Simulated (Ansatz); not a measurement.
GaP, DFT, PBEsol, PAW with Ansatz's default frozen-core files, scalar-relativistic (Ansatz 0.2.0), run on 1 thread of Arm Neoverse V2 on a shared host.

The cell is COD entry 9008846, as deposited and not checked against the literature; nothing was relaxed.

Command: `ansatz run input.yaml --threads 1 --pin off --max-ram 2048MiB --backend cpu --events-out ev --progress --plain --runs-dir out`

```yaml
crystal:
  lattice:
    - [0.0, 2.72525, 2.72525]
    - [2.72525, 0.0, 2.72525]
    - [2.72525, 2.72525, 0.0]
  atoms:
    - { symbol: Ga, position: [0.0, 0.0, 0.0] }
    - { symbol: P, position: [0.75, 0.75, 0.75] }
kpoints:
  mp_grid: { grid: [10, 10, 10] }
  band_path:
    path:
      - [0.0, 0.0, 0.0]
      - [-0.5, -0.5, 0.0]
      - [-0.375, -0.375, 0.25]
      - [-0.375, 0.0, 0.375]
      - [0.0, 0.0, 0.0]
      - [0.0, 0.0, 0.5]
      - [-0.5, -0.25, 0.25]
      - [-0.5, -0.5, 0.0]
    npoints: 5
scf:
  occupations: { method: fermi_dirac, width: 0.05 }
hamiltonian:
  xc: pbesol
  pseudopotentials: { kind: paw }
output:
  forces: true
  stress: true
  eigenvalues: true
  efg: { contact_densities: true }
  write_density: true
  write_potential: true
  elf: true
  volumetric_format: npy
```

(1) How large is the problem that the program sets up?

(2) Estimate the wall time and the peak memory.

(3) And the same cell and mesh by LAPW (all electrons), asked for forces, stress, eigenvalues and the same band path, on the same hardware?

Answers

(1) 47 irreducible k-points, 749 plane waves at Γ, 13 bands.

(2) 5.3 s of wall time for 6 SCF iterations, with a peak of 0.35 GiB. Times on shared machines scatter by tens of per cent.

(3) 20 s, peak memory 0.3 GiB.
